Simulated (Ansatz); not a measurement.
Runs of Ansatz 0.2.0 on Bi2Se3 (Paraguanajuatite). It takes space group R-3m (No. 166, trigonal). The conventional cell has a = 4.143 Å, b = 4.143 Å, c = 28.636 Å, α = 90.00°, β = 90.00°, γ = 120.00°. Bi (site symmetry 3m) has 6 Se at 2.85 to 3.07 Å as nearest neighbours. Se (site symmetry 3m) has 3 Bi at 2.85 Å as nearest neighbours. Se (site symmetry -3m) is surrounded by 6 Bi at 3.07 Å. 

| level | gap on the mesh (eV) | pressure (GPa) | largest force (eV/Å) |
| --- | --- | --- | --- |
| BLYP | 0.27 | (a) | 0.31 |
| RPBE | (b) | 4.2 | 0.16 |
| revPBE | 0.27 | (d) | 0.16 |
| PBEsol | 0.14 | -0.3 | (c) |
| LDA | 0.09 | -1.8 | 0.12 |

Alike in all rows: task projected density of states; potentials or basis Ansatz PAW; no spin polarisation; cell as given; k mesh 8 × 8 × 8; cutoff (eV) 420; smearing fermi-dirac 0.05 eV.

Question: Fill in the values left out.

Answer: (a) 6.3; (b) 0.29; (c) 0.15; (d) 3.8.

Caveats: spin-orbit coupling is left out, which as a rule narrows the gap of such compounds by several tenths of an eV; the PAW data sets come from PBE, with cores solved anew for the run's functional, which leaves a small shift of forces and pressure; the density of states is complete only up to the lowest level of the last band computed.

A k mesh can miss the band edges, and the runs leave out spin-orbit coupling on Bi, Se.

Runs at the PBE level aren't shown here.
